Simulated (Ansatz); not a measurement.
Ca:

```xyz
1
Lattice="0.0000 2.7942 2.7942 2.7942 0.0000 2.7942 2.7942 2.7942 0.0000" Properties=species:S:1:pos:R:3 pbc="T T T"
Ca    0.0000    0.0000    0.0000
```

Base run:

```yaml
Program: Ansatz 0.2.0
Functional: PBE
Potentials_or_basis: all-electron LAPW, scalar-relativistic
Cutoff: 79 eV
Density_cutoff: 316 eV
Basis_error_allowed: 0.001 eV/atom
k_mesh: 8 × 8 × 8
Occupations: gaussian, width 0.1 eV
Spin: no spin polarisation
```

Its results: band gap on the k mesh none (metal or under the smearing width); pressure -0.6 GPa.

**Question.** The run is repeated on the same cell with these changes: functional from PBE to RPBE. What comes out?

**Answer.** Band gap on the k mesh none (metal or under the smearing width); pressure 0.3 GPa.

RPBE binds less tightly than PBE, so the same cell stands under more pressure.

Not every run made on this cell is shown here.
